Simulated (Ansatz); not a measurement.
Crystal: InSe.

```xyz
4
Lattice="5.8264 -2.0546 0.0000 5.8264 2.0546 0.0000 -1.7232 0.0000 4.7713" Properties=species:S:1:pos:R:3 pbc="T T T"
In   10.2693    0.0000    0.2235
In   -0.3398    0.0000    4.5479
Se    6.5489    0.0000    3.1918
Se    3.3807    0.0000    1.5795
```

The cell comes from a database or a generator and needn't be the stable form of this composition.

| Item | Value |
| --- | --- |
| Program | Ansatz 0.2.0 |
| Task | relaxation of cell and atoms |
| Functional | PBE |
| Potentials or basis | Ansatz PAW |
| Cutoff | 420 eV (not typed: the program's choice for these potentials) |
| k mesh | 7 × 7 × 6 |
| Occupations | fermi-dirac, width 0.05 eV |
| Spin | no spin polarisation |

At the start: volume 28.56 Å³/atom.

Question: Where does the relaxation end?

Answer: It ends after 9 steps and the volume is 31.55 Å³/atom (+10.5 %); space group C2/m (No. 12, to 0.05 Å).

Step by step:
| step | energy change (eV) | largest force (eV/Å) | volume (Å³) |
| --- | --- | --- | --- |
| 1 | 0.0000 | 0.2402 | 114.24 |
| 2 | -0.0155 | 0.0224 | 116.57 |
| 3 | -0.0176 | 0.0039 | 118.32 |
| 4 | -0.0209 | 0.0533 | 120.35 |
| 5 | -0.0240 | 0.0256 | 123.76 |
| 6 | -0.0246 | 0.0176 | 126.43 |
| 7 | -0.0247 | 0.0200 | 126.11 |
| 8 | -0.0248 | 0.0021 | 126.19 |
| 9 | -0.0271 | 0.0026 | 126.19 |

Final structure:
```xyz
4
Lattice="5.7636 -2.0650 -0.0376 5.7636 2.0650 -0.0376 -1.7354 0.0000 5.3126" Properties=species:S:1:pos:R:3 pbc="T T T"
In   10.1435    0.0000    0.2147
In   -0.3517    0.0000    5.0227
Se    6.4752    0.0000    3.6146
Se    3.3166    0.0000    1.6228
```

Caveat: the plane-wave basis is chosen anew once the cell has moved, so the energies of steps on either side of that aren't comparable.
